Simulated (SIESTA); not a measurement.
The system is GaAs.

```
As Ga
1.0
     0.00000    2.82685    2.82685
     2.82685    0.00000    2.82685
     2.82685    2.82685    0.00000
As Ga
1 1
Direct
  0.75000 0.75000 0.75000
  0.00000 0.00000 0.00000
```

Base run:

| Property | Result |
| --- | --- |
| Program | SIESTA 5.4.2 |
| Functional | PBE |
| Potentials or basis | PseudoDojo 0.4 stringent (PBE files) |
| Basis | DZP (energy shift 0.003 Ry; two zetas on semicore shells) |
| Grid cutoff | 800 Ry |
| Energy shift | 0.003 Ry |
| k mesh | 8 × 8 × 8 |
| Occupations | fermi-dirac, width 0.05 eV |
| Spin | no spin polarisation |

Its results: band gap on the k mesh 1.48 eV, direct; pressure 0.6 GPa.

Q: The run is repeated on the same cell with these changes: potentials or basis from PseudoDojo 0.4 stringent (PBE files) to SPMS 1.0 (PBE files) or PseudoDojo by element; valence electrons from 44 to 28. What comes out?

A: Band gap on the k mesh 0.63 eV, direct; pressure 4.4 GPa.

Caveats: the basis of atomic orbitals isn't converged, which shifts pressures, moduli and gaps; short orbitals over semicore shells can move pressures by several GPa (some runs); the valence orbitals were made in a potential fitted to the semicore shell under them, which widens gaps by tenths of an eV or more (some runs).

A k mesh can miss the band edges.
